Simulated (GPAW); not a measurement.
Runs of GPAW 26.7.0 on SnTe. Symmetry: Fm-3m, No. 225, cubic system. The conventional cell has a = 6.302 Å, b = 6.302 Å, c = 6.302 Å, α = 90.00°, β = 90.00°, γ = 90.00°. Te (site symmetry m-3m) is surrounded by 6 Sn at 3.15 Å. Sn (site symmetry m-3m) is surrounded by 6 Te at 3.15 Å. 

```tsv
task	level	potentials or basis	spin	k mesh	cutoff (eV)	maxiter	band path	band points	spin axis theta (degrees)	spin axis phi (degrees)	other keys	mesh quality	gap on the mesh (eV)	pressure (GPa)
single point	HSE06	GPAW PAW data sets (gpaw-data 1.2.1), pw	off	4 × 4 × 4	450	60	-	-	-	-	-	coarse	0.09	-
band structure	r2SCAN	GPAW PAW data sets (gpaw-data 1.2.1), pw	SOC, no magnetisation	6 × 6 × 6	600	150	GXWKGLUWLK,UX	60	90	45	-	not flagged	0.26	(c)
band structure	PBEint	PAW data sets generated in the run's folder for this functional, pw	SOC, no magnetisation	6 × 6 × 6	600	150	GXWKGLUWLK,UX	80	90	0	-	not flagged	0.34	-0.1
single point	PBE	GPAW PAW data sets (gpaw-data 1.2.1), pw	off	12 × 12 × 12	600	75	-	-	-	-	several, not listed	not flagged	0.11	2.0
band structure	PBEsol	PAW data sets generated in the run's folder for this functional, pw	off	7 × 7 × 7	600	150	GXWKGLUWLK,UX	80	-	-	-	not flagged	-	-0.7
band structure	PBEsol	PAW data sets generated in the run's folder for this functional, pw	SOC, no magnetisation	7 × 7 × 7	600	150	GXWKGLUWLK,UX	80	0	0	-	not flagged	-	-0.7
band structure	OLYP	PAW data sets generated in the run's folder for this functional, pw	SOC, no magnetisation	6 × 6 × 6	600	150	GXWKGLUWLK,UX	100	0	0	-	not flagged	(a)	2.8
band structure	BLYP	PAW data sets generated in the run's folder for this functional, pw	SOC, no magnetisation	6 × 6 × 6	600	150	GXWKGLUWLK,UX	80	90	45	-	not flagged	0.20	(b)
```

Alike in all rows: cell as given; smearing fermi-dirac 0.05 eV.

Problem. Fill in the values left out.

Solution. (a) 0.23; (b) 5.9; (c) 1.5.

Caveats: some runs use coarse meshes; spin-orbit coupling was added after a scalar SCF, so levels and gaps hold it while energy, forces, pressure and moments don't (some runs); this program's spin-orbit splittings come out too wide for heavy elements (some runs); spin-orbit coupling is left out, which moves the levels of the heavy elements (some runs); the PAW data sets were made with another functional, which shifts forces and pressure a little (some runs); exact exchange converges slowly with the k mesh, and this mesh is small (some runs).

A k mesh can miss the band edges, and rows without SOC leave out spin-orbit coupling on Sn, Te.
